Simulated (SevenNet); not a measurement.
Spinel MgAl₂O₄, treated with the machine-learned potential SevenNet-l3i5 (trained on PBE and PBE+U data).

Computed points:

```json
[
 {"V (Å³/atom)": "9.158", "E − E_lowest (meV/atom)": "21.99", "P (GPa)": "12.68"},
 {"V (Å³/atom)": "9.304", "E − E_lowest (meV/atom)": "12.05", "P (GPa)": "9.16"},
 {"V (Å³/atom)": "9.451", "E − E_lowest (meV/atom)": "5.22", "P (GPa)": "5.87"},
 {"V (Å³/atom)": "9.597", "E − E_lowest (meV/atom)": "1.27", "P (GPa)": "2.82"},
 {"V (Å³/atom)": "9.743", "E − E_lowest (meV/atom)": "0.00", "P (GPa)": "-0.01"},
 {"V (Å³/atom)": "9.889", "E − E_lowest (meV/atom)": "1.23", "P (GPa)": "-2.65"},
 {"V (Å³/atom)": "10.035", "E − E_lowest (meV/atom)": "4.77", "P (GPa)": "-5.09"},
 {"V (Å³/atom)": "10.181", "E − E_lowest (meV/atom)": "10.47", "P (GPa)": "-7.37"},
 {"V (Å³/atom)": "10.328", "E − E_lowest (meV/atom)": "18.17", "P (GPa)": "-9.49"}
]
```

Question: What bulk modulus B0 and pressure derivative B′ does a third-order Birch–Murnaghan fit give?

Answer: V0 = 9.742 Å³/atom, B0 = 182 GPa, B′ = 3.9 (fit to the energies at full precision).

Shape and atoms are relaxed at each volume.

Measured, for comparison: bulk modulus 195 GPa (300 K, copied from a table, unchecked, not corrected to a static lattice; as tabulated in BurnMan's mineral tables); equilibrium volume per atom 9.40 Å³/atom (0 K, fit to 77–300 K taken to 0 K; as tabulated in Grimes and Al-Ajaj (1992), doi:10.1088/0953-8984/4/30/004). Computed (rounded) less measured: bulk modulus not scored (unchecked), equilibrium volume per atom +3.6 %.

A machine-learned potential is trained on density-functional data: it inherits that level's misses and adds fitting errors of its own.

Static lattice: no zero-point or thermal effects.

The result took roughly 40 core-seconds.
